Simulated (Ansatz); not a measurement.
Input and command of a calculation in Ansatz (plane waves; scalar-relativistic PAW potentials unless the input names others):

```yaml
crystal:
  lattice:
    - [2.3339186015, 0.0, 0.0]
    - [0.0, 2.3339186015, 0.0]
    - [0.0, 0.0, 10.510809841]
  atoms:
    - { symbol: C, position: [0.0, 0.0, 0.0] }
    - { symbol: C, position: [0.5, 0.5, 0.5] }
    - { symbol: O, position: [0.0, 0.5, 0.0785028595] }
    - { symbol: O, position: [0.0, 0.5, 0.5785028595] }
    - { symbol: O, position: [0.5, 0.0, 0.4214971405] }
    - { symbol: O, position: [0.5, 0.0, 0.9214971405] }
basis:
  ecutwfc: 420
kpoints:
  mp_grid: { grid: [10, 10, 4] }
hamiltonian:
  xc: pbe
scf:
  occupations: { method: gaussian, width: 0.02 }
  mixing: { algorithm: broyden, beta: 0.95, ndim: 1, preconditioner: none }
  max_iter: 50
output:
  forces: true
  eigenvalues: true
  stress: true
```

```bash
ansatz run input.yaml --threads 1 --pin off --max-ram 2560MiB --backend cpu --events-out ev --progress --plain --runs-dir out
```

Abridged log:
```
Basis set: ecut = 420 eV, 1119 PW (Γ), exchange–correlation on 32×32×144 points (8 copies of the dense FFT grid, shifted against one another)
Bands: 22, of which v1, the nominal top of the filled ones, is band 16 counted from 1 (15 counted from 0)
Symmetry: 16 space group operations
k-points: 63 of 400
SCF iter   1: F=—  HF=-2765.576580 eV  |F-HF|=—  |Δ(HF+E_count)|=         —  Δρ=6.58e-3  dr2=4.27e-2  ethr=1.77e-3  ⟨swp⟩=6.1  Hψ=6761  notcnv=0
SCF iter   2: F=—  HF=-2765.585900 eV  |F-HF|=—  |Δ(HF+E_count)|=   9.32e-3  Δρ=8.19e-3  dr2=6.04e-2  ethr=1.33e-4  ⟨swp⟩=3.4  Hψ=3447  notcnv=0  defer=109  κ⁻¹=1.0e0(r=1)
SCF iter   3: F=—  HF=-2765.566261 eV  |F-HF|=—  |Δ(HF+E_count)|=   1.96e-2  Δρ=3.11e-3  dr2=3.78e-3  ethr=1.33e-4  ⟨swp⟩=2.3  Hψ=2355  notcnv=0  defer=109  κ⁻¹=1.0e0(r=1)
SCF iter   4: F=—  HF=-2765.565851 eV  |F-HF|=—  |Δ(HF+E_count)|=   4.10e-4  Δρ=2.19e-3  dr2=1.87e-3  ethr=1.18e-5  ⟨swp⟩=2.0  Hψ=2536  notcnv=0  defer=46  κ⁻¹=1.0e0(r=1)
automatic band count: iteration 4 solves 21 bands in place of 22: the levels show a gap, and the empty bands left out lie too high to hold charge; the band table lists the bands solved (type scf.n_extra_bands for more)
SCF iter   5: F=—  HF=-2765.565216 eV  |F-HF|=—  |Δ(HF+E_count)|=   6.35e-4  Δρ=4.50e-4  dr2=1.90e-4  ethr=5.83e-6  ⟨swp⟩=2.0  Hψ=2369  notcnv=0  defer=46  κ⁻¹=1.0e0(r=1)
SCF iter   6: F=—  HF=-2765.565308 eV  |F-HF|=—  |Δ(HF+E_count)|=   9.13e-5  Δρ=9.52e-4  dr2=5.16e-4  ethr=5.94e-7  ⟨swp⟩=2.3  Hψ=2616  notcnv=0  defer=46  κ⁻¹=1.0e0(r=1)
SCF iter   7: F=—  HF=-2765.565156 eV  |F-HF|=—  |Δ(HF+E_count)|=   1.51e-4  Δρ=1.77e-4  dr2=1.22e-5  ethr=5.94e-7  ⟨swp⟩=2.0  Hψ=2252  notcnv=0  defer=46  κ⁻¹=1.0e0(r=1)
SCF iter   8: F=—  HF=-2765.565154 eV  |F-HF|=—  |Δ(HF+E_count)|=   2.27e-6  Δρ=9.83e-5  dr2=5.83e-6  ethr=3.82e-8  ⟨swp⟩=2.1  Hψ=2435  notcnv=0  defer=46  κ⁻¹=1.0e0(r=1)
SCF iter   9: F=—  HF=-2765.565152 eV  |F-HF|=—  |Δ(HF+E_count)|=   2.05e-6  Δρ=5.33e-5  dr2=1.63e-6  ethr=1.82e-8  ⟨swp⟩=2.0  Hψ=2025  notcnv=0  defer=46  κ⁻¹=1.0e0(r=1)
SCF iter  10: F=—  HF=-2765.565153 eV  |F-HF|=—  |Δ(HF+E_count)|=   5.19e-7  Δρ=9.00e-5  dr2=3.38e-6  ethr=5.10e-9  ⟨swp⟩=2.0  Hψ=2277  notcnv=0  defer=46  κ⁻¹=1.0e0(r=1)
SCF iter  11: F=-2765.565152 eV  HF=-2765.565152 eV  |F-HF|=4.29e-8  |Δ(HF+E_count)|=   9.87e-7  Δρ=8.21e-6  dr2=5.06e-8  ethr=3.13e-10  ⟨swp⟩=7.4  Hψ=6760  notcnv=0
SCF 1 converged in 11 iterations: F = -2765.565152 eV  dr2 = 5.06e-8
SCF converged after 11 iterations
Stability not checked: this state was not tested for a lower state beside it, because the mixer in use, unlike msr1, does not test its closes by its own steps (another_mixer; see scf.mixing.algorithm and scf.lower_state_search)
Free energy (F): -2765.565152 eV
Harris-Foulkes:  -2765.565152 eV  (|F-HF|=4.29e-8)
Internal energy: -2765.565152 eV  (E = F + TS)
E sigma→0 (E₀):  -2765.565152 eV
Fermi energy:    5.597782 eV
--- Forces (eV/Å), atoms counted from 1 ---
  atom   1  C      0.00000000     0.00000000     0.00000000
  atom   2  C      0.00000000     0.00000000     0.00000000
  atom   3  O      0.00000000     0.00000000     0.00111792
  atom   4  O      0.00000000     0.00000000     0.00111792
  atom   5  O      0.00000000     0.00000000    -0.00111792
  atom   6  O      0.00000000     0.00000000    -0.00111792
--- Stress (GPa, compression-positive) ---
       -0.006660       0.000000       0.000000
        0.000000      -0.006660       0.000000
        0.000000       0.000000       0.044525
  P = ⅓ Tr σ = 0.0104 GPa (0.104 kbar)
```

One setting here is unusual or wrong in general: mixing far too strong (scf.mixing: not typed → {"algorithm": "broyden", "beta": 0.95, "ndim": 1, "preconditioner": "none"}). For this cell it did little harm to the result: the run converged in 11 SCF iterations with an energy at zero smearing within 0.01 meV/atom of the reference's, pressure 0.01 GPa, largest force 0.001 eV/Å, gap on the mesh 3.93 eV. A reference run on usual settings, whose relaxation ended at this geometry, converged, and the end of its own relaxation has pressure 0.01 GPa, largest force 0.001 eV/Å, gap on the mesh 3.93 eV.

It took 6.2 s on 1 thread of Intel(R) Xeon(R) Platinum 8488C (Sapphire Rapids), with other jobs on the host, peak memory 0.36 GiB.